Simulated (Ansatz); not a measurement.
Bcc Zr (110), 6 layers, DFT, PBE, PAW with Ansatz's default frozen-core files, scalar-relativistic (Ansatz 0.2.0), on 2 threads of Intel(R) Xeon(R) 6975P-C (Granite Rapids) (shared host).

Command: `ansatz run input.yaml --threads 2 --pin off --max-ram 4096MiB --backend cpu --events-out ev --progress --plain --runs-dir out`

```yaml
crystal:
  lattice:
    - [3.0985058947, 0.0, 0.0]
    - [-1.0328352982, 2.9212993729, 0.0]
    - [0.0, 0.0, 28.6496]
  atoms:
    - { symbol: Zr, position: [0.25, 0.25, 0.2792360566] }
    - { symbol: Zr, position: [0.75, 0.75, 0.367541634] }
    - { symbol: Zr, position: [0.25, 0.25, 0.4558472113] }
    - { symbol: Zr, position: [0.75, 0.75, 0.5441527887] }
    - { symbol: Zr, position: [0.25, 0.25, 0.632458366] }
    - { symbol: Zr, position: [0.75, 0.75, 0.7207639434] }
kpoints:
  mp_grid: { grid: [12, 12, 1] }
scf:
  occupations: { method: fermi_dirac, width: 0.1 }
hamiltonian:
  xc: pbe
  pseudopotentials: { kind: paw }
output:
  forces: true
  stress: true
  eigenvalues: true
  write_density: true
  write_potential: true
  elf: true
  volumetric_format: npy
relax:
  f_tol: 0.01
  max_steps: 40
efield:
  axis: 3
  amplitude: 0
  dipole_correction: true
```

**Question.** How large is the problem that the program sets up?

**Answer.** 43 irreducible k-points, 5011 plane waves at Γ, 44 bands.

**Question.** About how long does it take, and how much memory?

**Answer.** 54 s of wall time for 28 SCF iterations over 4 geometries, with a peak of 0.74 GiB. Times on shared machines scatter by tens of per cent.
